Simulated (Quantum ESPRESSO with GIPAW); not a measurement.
# 119Sn and 17O NMR of SnO2 (Cassiterite), calculated

Aim: the magnetic shielding of every site in SnO2 (Cassiterite).

Solid-state NMR of this phase has given these values. 119Sn span 134 ppm, in “207Pb and 119Sn Solid-State NMR and Relativistic Density Functional Theory Studies of the Historic Pigment Lead−Tin Yellow Type I and Its Reactivity in Oil Pain” (Catalano et al., J. Phys. Chem. A 118, 7952, 2014). 119Sn span 136 ppm, in “Spin–orbit effects on the 119Sn magnetic-shielding tensor in solids: a ZORA/DFT investigation” (2016; doi:10.1039/c6cp03807g), quoting earlier work. The 119Sn shift is -605 ppm against Me4Sn, in “207Pb and 119Sn Solid-State NMR and Relativistic Density Functional Theory Studies of the Historic Pigment Lead−Tin Yellow Type I and Its Reactivity in Oil Pain” (Catalano et al., J. Phys. Chem. A 118, 7952, 2014).

Method: DFT, PBEsol, plane-wave PAW (pslibrary 1.0.0 recipes), scalar-relativistic, GIPAW; a patched development version of the program, in Quantum ESPRESSO with GIPAW 8.0dev (patched build).

Report form: the programs' logs are mostly left out.

### 1. Starting point

It takes space group P4_2/mnm (No. 136, tetragonal). Conventional cell: a = 4.738 Å, b = 4.738 Å, c = 3.187 Å, α = 90.00°, β = 90.00°, γ = 90.00°. Sn has 6 O at 2.05 to 2.06 Å nearest. Nearest to O lie 3 Sn at 2.05 to 2.06 Å. Farther neighbours and most contacts between anions are not listed.

The cell is an entry of the Crystallography Open Database.

This structure had its atoms relaxed beforehand (DFT, PBEsol, plane-wave PAW (pslibrary 1.0.0 recipes), Quantum ESPRESSO with GIPAW), starting from the database entry, since shieldings follow bond lengths closely.

### 2. The SCF step

The shielding is a linear response of the occupied states, which this run provides. It is converged far beyond what an energy needs, since the response uses the wavefunctions themselves. No empty states are asked for: the response is solved without them. The mesh has a spacing of 0.15 Å⁻¹ at most. The PAW files were made with ld1.x from the pslibrary 1.0.0 recipes, with GIPAW reconstruction switched on.

The input, scf.in:

```
&control
  calculation = 'scf'
  prefix = 'x'
  outdir = './tmp/'
  pseudo_dir = './'
/
&system
  ibrav = 0
  nat = 6
  ntyp = 2
  ecutwfc = 55
  ecutrho = 330
  nbnd = 26
/
&electrons
  conv_thr = 1.0d-10
  mixing_beta = 0.7
  electron_maxstep = 100
/
ATOMIC_SPECIES
  Sn 118.710 Sn.pbesol-dn-kjpaw_psl.1.0.0-gipaw.UPF
  O 15.999 O.pbesol-n-kjpaw_psl.1.0.0-gipaw.UPF
CELL_PARAMETERS angstrom
  4.73800000 0.00000000 0.00000000
  0.00000000 4.73800000 0.00000000
  0.00000000 0.00000000 3.18650000
ATOMIC_POSITIONS crystal
  Sn 0.50000000 0.50000000 0.50000000
  Sn 0.00000000 0.00000000 0.00000000
  O 0.80562934 0.19437066 0.50000000
  O 0.69437066 0.69437066 -0.00000000
  O 0.19437066 0.80562934 0.50000000
  O 0.30562934 0.30562934 -0.00000000
K_POINTS automatic
  9 9 14 0 0 0
```

On the command line:

```bash
$ mpirun -np 4 pw.x -nk 4 -in scf.in > scf.out
```

Wall time 2.9 min (4 MPI ranks of Arm Neoverse V2, shared host); peak memory 0.74 GiB.

It converged in 30 cycles to an estimated accuracy of 3e-11 Ry, on 120 irreducible k-points.

### 3. Shieldings

The job finds the current that a weak uniform field induces (applied as a long wave, q_gipaw) and the field that this current makes at each nucleus. On atoms with p or d valence electrons much of the paramagnetic part arises close to the nucleus, where the PAW partial waves rebuild the true states. pawproj makes the reconstruction use the PAW data sets' own projectors.

The input, nmr.in:

```
&inputgipaw
  job = 'nmr'
  prefix = 'x'
  tmp_dir = './tmp/'
  restart_mode = 'from_scratch'
  verbosity = 'low'
  q_gipaw = 0.01
  spline_ps = .true.
  conv_threshold = 1.0d-11
  use_nmr_macroscopic_shape = .false.
  pawproj(1) = .true.
  pawproj(2) = .true.
/
```

On the command line:

```bash
$ mpirun -np 4 gipaw.x -in nmr.in > nmr.out
```

Elapsed: 24 min, on 4 MPI ranks; peak memory 0.33 GiB; 1.6 h of CPU time.

The f-sum rule is met to 0.0034 of 45.2 (0.008 %). Converged shieldings require that this miss be small, but a small miss does not prove them.

From the symmetric part of each tensor, with principal values σ11 ≤ σ22 ≤ σ33: σ_iso is their mean, the span is σ33 − σ11 and the skew 3(σ_iso − σ22)/span. (gipaw.x prints an anisotropy in another convention.)

```tsv
site	atom no.	atoms in cell	σ_iso (ppm)	span (ppm)	skew
Sn	1	2	2968	118	0.75
O	3	4	107.5	97.1	-0.34
```

The macroscopic shape term is switched off. For a spherical sample the valence susceptibility of this run would add about 12 ppm to every site, a rough estimate, since the susceptibility converges slowly and lacks part of the PAW terms. Differences within the crystal don't depend on it, but shieldings of different compounds can't be compared to better than a few ppm without it.

In this run the largest span among the lighter atoms is that of O (site symmetry m2m), with principal values 53.6, 118.4 and 150.6 ppm.

17O also has a quadrupolar coupling here. It is not given: on PAW files the efg job of this gipaw.x leaves out the augmentation charge of neighbouring atoms and can miss by tens of per cent.

### 4. Sites, surroundings and shifts

Covalently bonded atoms count as neighbours within 1.18 times the sum of their radii. Otherwise a cation's neighbours lie within 1.2 times its shortest bond (1.3 for large cations, each anion's radius taken off where they differ), and an anion's are the cations that count it.

```tsv
site	atom no.	atoms in cell	surroundings	bonds (Å)	σ_iso (ppm)
Sn	1	2	SnO6	2.05 to 2.06	2968
O	3	4	bound to Sn3	2.05 to 2.06	107.5
```

Simulated spectrum: 119Sn MAS at 30 kHz, 16.4 T (261.8 MHz), lines broadened by 3 ppm; the axis counts ppm from the isotropic position of Sn, as −Δσ; rigid lattice, with dipolar and J couplings left out. Lines over 1.5 % of the strongest (ppm: area): 115: 0.03, 0: 1.00, -115: 0.03. Spinning sidebands lie 114.6 ppm apart.

### 5. Comparison with the measured values

```tsv
quantity	site	measured	calculated	difference
119Sn span (ppm)	Sn	134	118.3	-15.7
119Sn span (ppm)	Sn	136	118.3	-17.7
```

Without a fitted line the measured shift still tests the calculation: for an exact theory σ + δ is one number for all compounds of a nucleus, up to the shape term, which is left out of σ and differs by some ppm between compounds.

```tsv
nucleus, site	σ_iso (ppm)	measured δ (ppm)	σ + δ (ppm)	σ + δ of other compounds, same level
119Sn, Sn	2968	-605	2363	SnCl2 2477, SnH8N2Cl6 2114
```

### 6. Outcome

```yaml
119sn_shielding_without_shape_term: 2968 ppm
17o_shielding_without_shape_term: 107.5 ppm
```

What this shows: 119Sn has one site (SnO6), with isotropic shielding 2968 ppm (shape term left out). A shift needs a reference, δ = σ_ref − σ, fixed on measured compounds; for 119Sn of this kind at this level too few were at hand, or they scattered too widely about a line, so none is given. For 119Sn, σ + δ is 2363 ppm here and 2296 ppm on average over 2 other sites: with that reference and slope one the shift would be off by -68 ppm, but those sites themselves spread over 364 ppm, so no one reference serves this kind. No sound run at another cutoff or mesh is at hand, so convergence rests on the f-sum rule and on experience with these files. Spin-orbit coupling is missing, which matters for Sn and for the light atoms bound to such centres. The scalar-relativistic files are used with non-relativistic response operators, which weighs most on the heavy atoms' own shieldings. This build of gipaw.x prints that it is not audited and that its numbers are no references by themselves. It also reports spline_ps as false although the input sets it; why was not traced.

[Logs are printed without paths, hosts, clocks, repeated set-up lines and the standing remarks that a program may print on its own settings, such as how far it seeks lower states.]

[Hosts, paths, dates, database ids (printed as entryN), source tags and the programs' standing remarks are cut or masked in the printed files.]

[Where no reference line passes its bar on scatter, no shift is given, so a measured shift of this compound may stand uncompared.]
